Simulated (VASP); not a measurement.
# AgCl (Chlorargyrite) (Fm-3m) in VASP: a series of runs

The runs below take AgCl (Chlorargyrite) through single point, with PBEsol, r2SCAN.

All numbers are computed with VASP 6.6.1; they aren't measurements. Logs are shortened: lines on timing, memory, paths and dates and some standing lists are left out, and cuts for length are marked.

**Experimental background.**

A printed reference work, data compilation reports, for a bulk crystal of AgCl: band gap 3.249 eV (indirect).

How close the calculation comes is told below.

## (1) The cell of the first run

The structure is cubic, space group Fm-3m (No. 225). Conventional cell: a = 5.470 Å, b = 5.470 Å, c = 5.470 Å, α = 90.00°, β = 90.00°, γ = 90.00°. Within 3.6 Å of Ag (site symmetry m-3m) lie 6 Cl at 2.73 Å. Within 3.6 Å of Cl (site symmetry m-3m) lie 6 Ag at 2.73 Å.

## (2) Single point, PBEsol

Contents of INCAR:

```
SYSTEM = AgCl
PREC = Accurate ; ENCUT = 520
EDIFF = 1E-6 ; ISMEAR = 0
SIGMA = 0.01 ; LREAL = .FALSE.
LASPH = .TRUE. ; NELM = 80
ALGO = Normal ; ISIF = 2
LWAVE = .FALSE. ; LCHARG = .TRUE.
GGA = PS ; LELF = .TRUE.
LVHAR = .TRUE. ; NBANDS = 16
```

Contents of KPOINTS:

```
Automatic mesh
0
G
  6 6 6
  0 0 0
```

Contents of POSCAR:

```
AgCl
1.0
    0.0000000000      2.7350000000      2.7350000000
    2.7350000000      0.0000000000      2.7350000000
    2.7350000000      2.7350000000      0.0000000000
Ag Cl
1 1
Direct
    0.0000000000      0.0000000000      0.0000000000
    0.5000000000      0.5000000000      0.5000000000
```

Potentials or basis: VASP PAW PBE potentials, release 64 (Ag, Cl).

Command:

```bash
cat potpaw_PBE.64/Ag/POTCAR potpaw_PBE.64/Cl/POTCAR > POTCAR
mpirun -np 1 vasp_std > vasp.out
```

OUTCAR:

```text
SYSTEM = AgCl
   PREC = Accurate
   ENCUT = 520
   EDIFF = 1E-6
   ISMEAR = 0
   LREAL = .FALSE.
   LASPH = .TRUE.
   NELM = 80
   ISIF = 2
   GGA = PS

 ion  position               nearest neighbor table
   1  0.000  0.000  0.000-   2 2.73   2 2.73   2 2.73   2 2.73   2 2.73   2 2.73
   2  0.500  0.500  0.500-   1 2.73   1 2.73   1 2.73   1 2.73   1 2.73   1 2.73

  LATTYP: Found a face centered cubic cell.
 ALAT       =     5.4700000000

  Lattice vectors:

 A1 = (   0.0000000000,   2.7350000000,   2.7350000000)
 A2 = (   2.7350000000,   0.0000000000,   2.7350000000)
 A3 = (   2.7350000000,   2.7350000000,   0.0000000000)

Analysis of symmetry for initial positions (statically):
=====================================================================
 Subroutine PRICEL returns:
 Original cell was already a primitive cell.

 Routine SETGRP: Setting up the symmetry group for a
 face centered cubic supercell.

 Subroutine GETGRP returns: Found 48 space group operations
 (whereof 48 operations were pure point group operations)
 out of a pool of 48 trial point group operations.

The static configuration has the point symmetry O_h .

Analysis of symmetry for dynamics (positions and initial velocities):
=====================================================================
 Subroutine PRICEL returns:
 Original cell was already a primitive cell.

 Routine SETGRP: Setting up the symmetry group for a
 face centered cubic supercell.

 Subroutine GETGRP returns: Found 48 space group operations
 (whereof 48 operations were pure point group operations)
 out of a pool of 48 trial point group operations.

The dynamic configuration has the point symmetry O_h .

 Subroutine INISYM returns: Found 48 space group operations
 (whereof 48 operations are pure point group operations),
 and found     1 'primitive' translations

----------------------------------------------------------------------------------------

                                     Primitive cell

  volume of cell :      40.9168

  direct lattice vectors                    reciprocal lattice vectors
     0.000000000  2.735000000  2.735000000    -0.182815356  0.182815356  0.182815356
     2.735000000  0.000000000  2.735000000     0.182815356 -0.182815356  0.182815356
     2.735000000  2.735000000  0.000000000     0.182815356  0.182815356 -0.182815356

  length of vectors
     3.867874093  3.867874093  3.867874093     0.316645486  0.316645486  0.316645486

  position of ions in fractional coordinates (direct lattice)
     0.000000000  0.000000000  0.000000000
     0.500000000  0.500000000  0.500000000

[... 69 lines left out ...]
   EDIFFG = 0.1E-04   stopping-criterion for IOM
   NSW    =      0    number of steps for IOM
   IBRION =     -1    ionic relax: 0-MD 1-quasi-New 2-CG
   NFREE  =      0    steps in history (QN), initial steepest desc. (CG)
   ISIF   =      2    stress and relaxation
   ISYM   =      2    0-nonsym 1-usesym 2-fastsym
   POTIM  = 0.5000    time-step for ionic-motion
   TEBEG  =    0.0;   TEEND  =   0.0 temperature during run
   PSTRESS=    0.0 pullay stress
   NELECT =      18.0000    total number of electrons
   NUPDOWN=      -1.0000    fix difference up-down
   EMIN   =  10.00;   EMAX   =-10.00  energy-range for DOS
   EFERMI =   0.00;   METHOD = LEGACY
   ISMEAR =     0;   SIGMA  =   0.01  broadening in eV -4-tet -1-fermi 0-gaus
   EFERMI_NEDOS =   21; number of points for ismear=-14 and -15
   IALGO  =     38    algorithm
   IMIX   =      4    mixing-type and parameters
     AMIX     =   0.40;   BMIX     =  1.00
     AMIX_MAG =   1.60;   BMIX_MAG =  1.00
  volume/ion in A,a.u.               =      20.46       138.06
  Fermi-wavevector in a.u.,A,eV,Ry     =   1.245083  2.352866 21.092186  1.550232
  Thomas-Fermi vector in A             =   2.379321
   LORBIT       =      0    0 simple, 1 ext, 2 COOP (PROOUT), +10 PAW based schemes
   GGA     = PS    functional components
   LHFCALC =     F    Hartree Fock is set to
   AEXX    =    0.0000 exact exchange contribution
   IVDW    =     0    specifies the selected vdW correction
   LEPSILON=     F    determine dielectric tensor
   LRPA    =     F    only Hartree local field effects (RPA)
 non-spin polarized calculation
 Gauss-broadening in eV      SIGMA  =   0.01
  energy-cutoff  :      520.00
  volume of cell :       40.92
 maximum number of plane-waves:      1113
 NGX is ok and might be reduce to    30
   NGX = 15   NGY = 15   NGZ = 15

 number of electron      18.0000002 magnetization

 Free energy of the ion-electron system (eV)
  ---------------------------------------------------
  ext. energy  EPLUGINS =         0.00000000
  ---------------------------------------------------
  free energy    TOTEN  =        -6.05920162 eV

  energy without entropy =       -6.05920162  energy(sigma->0) =       -6.05920162

 E-fermi :   4.3167     XC(G=0): -10.4340

 val. band max:        4.2529815171   @ k =   0.5000   0.0000   0.0000
 cond. band min:       4.9753161091   @ k =   0.0000   0.0000   0.0000
 fundamental gap:      0.7223345919
 Fermi energy:         4.3166727152

 k-point     1 :       0.0000    0.0000    0.0000
  band No.  band energies     occupation
      1     -11.1768      2.00000
      2       1.5995      2.00000
      3       1.5995      2.00000
      4       1.5995      2.00000
      5       1.6417      2.00000
      6       1.6417      2.00000
[... 281 lines left out ...]
      3      -0.0710      2.00000
      4       0.2168      2.00000
      5       1.8936      2.00000
      6       2.1509      2.00000
[... 8 lines left out ...]
     15      18.5497      0.00000
     16      19.3940      0.00000

------------------------ aborting loop because EDIFF is reached ----------------------------------------

  FORCE on cell =-STRESS in cart. coord.  units (eV):
  Direction    XX          YY          ZZ          XY          YZ          ZX
  --------------------------------------------------------------------------------------
  -------------------------------------------------------------------------------------
  Total       -0.1963334     -0.1963334     -0.1963334      0.0000000      0.0000000      0.0000000
  in kB       -7.6878105     -7.6878105     -7.6878105      0.0000000      0.0000000      0.0000000
  external PRESSURE =      -7.6878105 kB  Pullay stress =       0.0000000 kB

 VOLUME and BASIS-vectors are now :
 -----------------------------------------------------------------------------
  energy-cutoff  :      520.00
  volume of cell :       40.92
      direct lattice vectors                 reciprocal lattice vectors
     0.000000000  2.735000000  2.735000000    -0.182815356  0.182815356  0.182815356
     2.735000000  0.000000000  2.735000000     0.182815356 -0.182815356  0.182815356
     2.735000000  2.735000000  0.000000000     0.182815356  0.182815356 -0.182815356

 POSITION                                       TOTAL-FORCE (eV/Angst)
 -----------------------------------------------------------------------------------
      0.00000      0.00000      0.00000         0.000000      0.000000     -0.000000
      2.73500      2.73500      2.73500         0.000000     -0.000000      0.000000
 -----------------------------------------------------------------------------------
    total drift:                               -0.000000      0.000000      0.000000

  FREE ENERGIE OF THE ION-ELECTRON SYSTEM (eV)
  ---------------------------------------------------
  free  energy   TOTEN  =        -6.0592016195 eV

  energy  without entropy=       -6.0592016195  energy(sigma->0) =       -6.05920162
```

Run time: 22 s. Hardware: 1 thread of AMD EPYC 7R13, shared host; peak memory 0.14 GiB.

Results:

```
Free energy            : -6.0592 eV
Pressure               : -0.8 GPa
Band gap on the k mesh : 0.72 eV, indirect (least direct gap 3.23 eV)
```

Caveat: the PAW data sets were made with another functional, which shifts forces and pressure a little.

## (3) Single point, r2SCAN

POSCAR is that of step 2.

Contents of INCAR.step1:

```
ALGO     = Normal         # electronic algorithm
EDIFF    = 1E-4           # SCF threshold, eV
ENCUT    = 520            # plane-wave cutoff, eV
GGA      = PE             # functional
ISMEAR   = 0              # smearing method
LASPH    = T              # aspherical terms in the spheres
LCHARG   = F              # write CHGCAR
LREAL    = F              # projectors in reciprocal space
LWAVE    = T              # write WAVECAR
NBANDS   = 16             # bands
NELM     = 60             # most SCF steps
PREC     = Accurate       # precision mode
SIGMA    = 0.01           # smearing width, eV
```

Contents of INCAR.step2:

```
ALGO     = Normal         # electronic algorithm
EDIFF    = 1E-6           # SCF threshold, eV
ENCUT    = 520            # plane-wave cutoff, eV
ISIF     = 2              # what is computed and relaxed
ISMEAR   = 0              # smearing method
ISTART   = 1            
LASPH    = T              # aspherical terms in the spheres
LCHARG   = T              # write CHGCAR
LELF     = T              # ELF
LMIXTAU  = T            
LREAL    = F              # projectors in reciprocal space
LVHAR    = T            
LWAVE    = F              # write WAVECAR
METAGGA  = R2SCAN         # meta-GGA
NBANDS   = 16             # bands
NELM     = 60             # most SCF steps
PREC     = Accurate       # precision mode
SIGMA    = 0.01           # smearing width, eV
```

Contents of KPOINTS:

```
k-points
0
Gamma
  6 6 6
```

Potentials or basis: VASP PAW PBE potentials, release 64 (Ag, Cl).

Command:

```bash
cat potpaw_PBE.64/Ag/POTCAR potpaw_PBE.64/Cl/POTCAR > POTCAR
cp INCAR.step1 INCAR
mpirun -np 1 vasp_std > vasp.out
cp INCAR.step2 INCAR
mpirun -np 1 vasp_std > vasp.out
```

It took 98 s on 1 thread of AMD EPYC 7R13, shared host; peak memory 0.15 GiB.

The run converged. Its results:

```
Free energy            : -28.6309 eV
Pressure               : 2.2 GPa
Band gap on the k mesh : 1.43 eV, indirect (least direct gap 3.98 eV)
```

Levels at points of the mesh, in eV from the valence-band top:
```csv
k point,band 7,band 8,band 9,band 10,band 11,band 12
"(0.00, 0.00, 0.00)",-2.61,-2.56,-2.56,1.42,11.32,11.32
"(0.50, 0.00, 0.00)",-1.87,0.00,0.00,4.59,7.41,8.19
"(0.50, 0.50, 0.00)",-2.08,-2.08,-1.94,2.85,8.29,9.40
```

Caveat: the PAW data sets were made with another functional, which shifts forces and pressure a little.

## (4) Against experiment

Step 2. Against the measured gap of AgCl, 3.249 eV (indirect; a printed reference work, data compilation), the calculated 0.72 eV is off by -2.53 eV. So large a miss can be the level of theory's own, or it may mean another phase, state or a wrong row. Spin-orbit coupling on Ag is left out. The value is that of PBEsol on a finite k mesh, which can miss the band edges, without temperature or zero-point motion. Semilocal functionals fall short of measured gaps as a rule.

Step 3. A measured gap of AgCl is 3.249 eV (indirect; a printed reference work, data compilation); the calculated 1.43 eV misses it by -1.82 eV. So large a miss can be the level of theory's own, or it may mean another phase, state or a wrong row. Spin-orbit coupling on Ag is left out. The value is that of r2SCAN on a finite k mesh, which can miss the band edges, without temperature or zero-point motion.
